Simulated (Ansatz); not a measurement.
Si2W:

```
W Si
1.0
    -1.60690    1.60690    3.91495
     1.60690   -1.60690    3.91495
     1.60690    1.60690   -3.91495
W Si
1 2
Direct
  0.00000 0.00000 0.00000
  0.66530 0.66530 0.00000
  0.33470 0.33470 0.00000
```

Program: Ansatz 0.2.0. Alike in all runs: task projected density of states; potentials or basis Ansatz PAW; no spin polarisation; cell as given; k mesh 7 × 7 × 7; cutoff (eV) 420; smearing fermi-dirac 0.05 eV; the mesh is coarse, so values aren't converged.

Q: Order these runs on this cell by their pressure, lowest first.
A. level LDA
B. level PBE
C. level BLYP
D. level RPBE
E. level HSE06

A: A (-5.8 GPa), E (-2.3 GPa), B (3.3 GPa), D (6.1 GPa), C (12.2 GPa).

Caveats: all runs use coarse meshes; the PAW data sets come from PBE, with cores solved anew for the run's functional, which leaves a small shift of forces and pressure (some runs); the thresholds are loose for stress (some runs).
